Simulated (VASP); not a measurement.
Runs of VASP 6.6.1 on Mg. The cell holds a slab with vacuum, 4 atoms: a = 3.185 Å, b = 3.185 Å, c = 22.700 Å, α = 90.00°, β = 90.00°, γ = 120.00°. 

```csv
task,level,cell,k mesh,smearing,dipole correction,grid for exact exchange (PRECFOCK),atoms held fixed (from 0),exchange at q = 0,mesh quality,gap on the mesh (eV),largest force (eV/Å)
single point,PBE,"the (0 0 1) slab of Mg, cut from the database cell, not relaxed",10 × 10 × 1,fermi-dirac 0.05 eV,yes,-,-,-,not flagged,none,0.13
single point,HSE03+D4,"the (0 0 1) slab of Mg, cut from the database cell, not relaxed",6 × 6 × 1,tetrahedron,-,Normal,-,-,coarse,none,0.14
relaxation of the atoms,PBE+D3(BJ),"atoms relaxed from: the (0 0 1) slab of Mg, cut from the database cell, not relaxed",10 × 10 × 1,gaussian 0.05 eV,yes,-,"[0, 1]",-,not flagged,none,-
work function,PBE,"the (0 0 1) slab of Mg, cut from the database cell, not relaxed",10 × 10 × 1,gaussian 0.05 eV,yes,-,-,-,not flagged,none,0.12
relaxation of the atoms,PBEsol,"atoms relaxed from: the (0 0 1) slab of Mg, cut from the database cell, not relaxed",10 × 10 × 1,gaussian 0.05 eV,yes,-,"[0, 1]",-,not flagged,none,-
density of states,SCAN0+ULG,"the (0 0 1) slab of Mg, cut from the database cell, not relaxed",6 × 6 × 1,tetrahedron,yes,Fast,-,default,coarse,none,(a)
```

Alike in all rows: potentials or basis VASP PAW PBE potentials, release 64 (Mg); no spin polarisation; cutoff (eV) 520.

Question: Estimate the missing entries.

Answer: (a) 0.15.

Caveats: some runs use coarse meshes; the PAW data sets were made with another functional, which shifts forces and pressure a little (some runs); tetrahedron occupations give inexact forces and stress in metals (some runs); atom-pairwise D2, TS and ULG terms overbind metals (some runs).

A gap of «none» marks a metal or a gap under the smearing width.
